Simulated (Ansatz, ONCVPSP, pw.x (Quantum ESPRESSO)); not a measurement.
**What a changed setting does to a pw.x run (bcc Ru)**

Potential: optimised norm-conserving Vanderbilt (ONCV), ONCVPSP 4.0.1.1 (patched build), PBE; core [Ar] 3d10, reference 4s2 4p6 4d7 5s1; waves: 4s+5s: rc 1.55 bohr, ncon 4, nbas 7, qcut 9.7 1/bohr, 2 projectors; 4p: rc 1.60 bohr, ncon 4, nbas 7, qcut 10.3 1/bohr, 2 projectors, debl 1.3 Ha; 4d: rc 1.80 bohr, ncon 4, nbas 8, qcut 8.9 1/bohr, 1 projector; local part: polynomial inside 1.25 bohr (lpopt 5, dvloc0 1 Ha); core correction: none. In the p channel the program set the typed energies aside and used -1.706, 0.250 Ha.

The reference run (k-mesh 15³, cutoffs 85/340 Ry, Fermi–Dirac 0.01 Ry, mixing_beta 0.4, conv_thr 1e-9, no spin) gives 2.20 GPa at 14.192 Å³/atom, where all-electron LAPW gives 1.63 GPa. This run, with its own iteration cap, changes smearing to mv.

```
&control
  calculation='scf', prefix='x', pseudo_dir='./', outdir='./tmp', tstress=.true., disk_io='none'
/
&system
  ibrav=0, nat=1, ntyp=1, ecutwfc=85, ecutrho=340, nbnd=16,
  occupations='smearing', smearing='mv', degauss=0.01
/
&electrons
  conv_thr=1e-09, mixing_beta=0.4, electron_maxstep=50
/
ATOMIC_SPECIES
Ru 1.0 Ru.UPF
CELL_PARAMETERS angstrom
  -1.52520377 1.52520377 1.52520377
  1.52520377 -1.52520377 1.52520377
  1.52520377 1.52520377 -1.52520377
ATOMIC_POSITIONS crystal
Ru 0.0000 0.0000 0.0000
K_POINTS automatic
15 15 15 0 0 0
```

```bash
pw.x < Ru.scf.in > Ru.scf.out
```

**Question.** How does the run end?

**Answer.** It converges in 8 iterations; the free energy moves by +59.6 meV/atom and the pressure by -1.12 GPa. This scheme is built to cancel the term in the square of the width that Fermi–Dirac smearing leaves in the F of a metal.

```
Message from routine setup:
     using ibrav=0 with symmetry is DISCOURAGED, use correct ibrav instead
     lattice parameter (alat)  =       4.9921  a.u.
     unit-cell volume          =      95.7724 (a.u.)^3
     number of electrons       =        16.00
     number of Kohn-Sham states=           16
     kinetic-energy cutoff     =      85.0000  Ry
     charge density cutoff     =     340.0000  Ry
     scf convergence threshold =      1.0E-09
     Exchange-correlation= PBE
     number of k points=   120  Marzari-Vanderbilt smearing, width (Ry)=  0.0100
     iteration #  1     ecut=    85.00 Ry     beta= 0.40
     total energy              =    -189.98438542 Ry
     estimated scf accuracy    <       0.12665588 Ry
     iteration #  2     ecut=    85.00 Ry     beta= 0.40
     total energy              =    -190.00229181 Ry
     estimated scf accuracy    <       0.00376323 Ry
     iteration #  3     ecut=    85.00 Ry     beta= 0.40
     total energy              =    -190.00247654 Ry
     estimated scf accuracy    <       0.00082581 Ry
     [... 2 iterations left out ...]
     iteration #  6     ecut=    85.00 Ry     beta= 0.40
     total energy              =    -190.00251146 Ry
     estimated scf accuracy    <       0.00000011 Ry
     iteration #  7     ecut=    85.00 Ry     beta= 0.40
     total energy              =    -190.00251147 Ry
     estimated scf accuracy    <          3.9E-09 Ry
     iteration #  8     ecut=    85.00 Ry     beta= 0.40
     the Fermi energy is    22.5819 ev
!    total energy              =    -190.00251147 Ry
     estimated scf accuracy    <          1.1E-10 Ry
     smearing contrib. (-TS)   =      -0.00007846 Ry
     The total energy is F=E-TS. E is the sum of the following terms:
     one-electron contribution =     -37.77871839 Ry
     hartree contribution      =      29.60989265 Ry
     xc contribution           =     -20.21433456 Ry
     ewald contribution        =    -161.61927271 Ry
     convergence has been achieved in   8 iterations
          total   stress  (Ry/bohr**3)                   (kbar)     P=       10.78
     Message from routine punch:
     Nothing written, as per user request (disk_io='none')
```

The run took about 46 s on one core of a shared host (Neoverse-N1, 64 threads, 124 GiB, load 42).
